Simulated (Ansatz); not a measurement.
The system is CuCl2.

```
Cu Cl
1.0
     4.52065    0.00000    0.00000
     0.00000    4.52065    0.00000
     0.00000    0.00000    4.31771
Cu Cl
1 2
Cartesian
  0.0000 0.0000 0.0000
  0.0000 2.2603 0.0000
  2.2603 0.0000 0.0000
```

Measurements of this composition are mostly on another form, of space group No. 12.

- Program: Ansatz 0.2.0
- Task: relaxation of cell and atoms
- Functional: r2SCAN
- Potentials or basis: Ansatz PAW
- Cutoff: 500 eV (not typed: the program's choice for these potentials)
- k mesh: 6 × 6 × 6
- Occupations: fermi-dirac, width 0.05 eV
- Spin: no spin polarisation
- Hubbard terms: Cu d U = 5 eV

At the start: volume 29.41 Å³/atom.

Problem. How do energy, volume and symmetry change on relaxing?

Solution. It ends after 8 steps and the volume is 26.82 Å³/atom (-8.8 %); space group P4/mmm (No. 123, to 0.05 Å).

The path:
| step | energy change (eV) | largest force (eV/Å) | volume (Å³) |
| --- | --- | --- | --- |
| 1 | 0.0000 | 0.0000 | 88.24 |
| 2 | -0.0014 | 0.0000 | 87.45 |
| 3 | -0.0079 | 0.0000 | 82.71 |
| 4 | -0.0089 | 0.0000 | 78.33 |
| 5 | -0.0098 | 0.0000 | 79.94 |
| 6 | -0.0099 | 0.0000 | 80.29 |
| 7 | -0.0098 | 0.0000 | 80.46 |
| 8 | -0.0089 | 0.0000 | 80.46 |

Final structure:
```
Cu Cl
1.0
     4.51213    0.00000    0.00000
     0.00000    4.51213    0.00000
     0.00000    0.00000    3.95183
Cu Cl
1 2
Direct
  0.00000 0.00000 0.00000
  0.00000 0.50000 0.00000
  0.50000 0.00000 0.00000
```

Caveat: the plane-wave basis is chosen anew once the cell has moved, so the energies of steps on either side of that aren't comparable; an odd number of electrons without spin polarisation forces a metal; a magnetic or distorted state may lie lower; the run has no spin polarisation, though such a crystal can be magnetic; U without spin polarisation on a metal has little footing; the PAW data sets come from PBE, with cores solved anew for the run's functional, which leaves a small shift of forces and pressure.
